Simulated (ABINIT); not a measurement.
Set up this calculation in ABINIT 10.8.3 (patched build), as the native input.

* Task: relaxation of cell and atoms
* Functional: LDA
* Potentials or basis: JTH PAW LDA v2.0
* Cutoff: 517 eV
* k mesh: 10 × 10 × 3
* Occupations: fermi-dirac, width 0.05 eV
* Spin: no spin polarisation
* Cell freedom (optcell): 2
* Cutoff smearing ecutsm (Ha): 0.5
* Optimiser (ionmov): 2
* Force stop (Ha/bohr): 0.0001
* Fine-grid cutoff: 1034.03 eV

Crystal: C.

```
CELL_PARAMETERS angstrom
2.52210 0.00000 0.00000
-1.26105 2.18420 0.00000
0.00000 0.00000 12.35570
ATOMIC_POSITIONS crystal
C 0.66667 0.33333 0.35417
C 0.33333 0.66667 0.85417
C 0.66667 0.33333 0.14583
C 0.33333 0.66667 0.64583
C 0.66667 0.33333 0.47917
C 0.33333 0.66667 0.97917
C 0.66667 0.33333 0.02083
C 0.33333 0.66667 0.52083
C 0.00000 0.00000 0.81250
C 0.00000 0.00000 0.31250
C 0.00000 0.00000 0.68750
C 0.00000 0.00000 0.18750
```

This is a hexagonal form of diamond, not graphite.

One way to write it, as run:

run.abi

```
pp_dirpath "./"
pseudos "C.LDA_PW-JTH.xml"

acell 2.5221 2.5221 12.3557 Angstrom
rprim
     1.0000000000     0.0000000000     0.0000000000
    -0.5000000000     0.8660254038     0.0000000000
     0.0000000000     0.0000000000     1.0000000000
ntypat 1
znucl 6
natom 12
typat 1 1 1 1 1 1 1 1 1 1 1 1
xred
     0.6666666667     0.3333333333     0.3541700000
     0.3333333333     0.6666666667     0.8541700000
     0.6666666667     0.3333333333     0.1458300000
     0.3333333333     0.6666666667     0.6458300000
     0.6666666667     0.3333333333     0.4791700000
     0.3333333333     0.6666666667     0.9791700000
     0.6666666667     0.3333333333     0.0208300000
     0.3333333333     0.6666666667     0.5208300000
     0.0000000000     0.0000000000     0.8125000000
     0.0000000000     0.0000000000     0.3125000000
     0.0000000000     0.0000000000     0.6875000000
     0.0000000000     0.0000000000     0.1875000000
chkprim 0
chksymtnons 0
tolsym 1.0e-6

ecut 19.0
pawecutdg 38.0
pawovlp -1

kptopt 1
ngkpt 10 10 3
nshiftk 1
shiftk 0.0 0.0 0.0

ixc 7

nband 32
occopt 3
tsmear 0.00183747

nstep 100
tolvrs 1.0e-9

iomode 3
prtwf 0
prtden 0
prteig 0
prtebands 0
enunit 2

ionmov 2
ntime 60
tolmxf 0.0001
optcell 2
dilatmx 1.08
ecutsm 0.5
```

Potentials or basis: JTH PAW LDA v2.0.

Run with:

```console
$ abinit run.abi > log 2>&1
```

Results of the run:

- Relaxed volume: 5.50 Å³/atom
- Relaxed cell: a = 2.491 Å, b = 2.491 Å, c = 12.287 Å, α = 90.00°, β = 90.00°, γ = 120.00°
- Space group after relaxing (to 0.05 Å): P6_3/mmc (No. 194)
- Energy gained by relaxing: 8.7 meV/atom
- Ionic steps: 6
- Pressure after relaxing: 0.0 GPa
- Band gap on the k mesh: 4.49 eV, indirect (least direct gap 5.41 eV)

Caveat: an odd mesh through Γ misses points on the zone boundary, where band edges often lie; the atomic spheres overlap.

Wall time 5.4 min on 1 thread of Intel(R) Xeon(R) 6975P-C (Granite Rapids), on a shared host, peak memory 0.14 GiB.
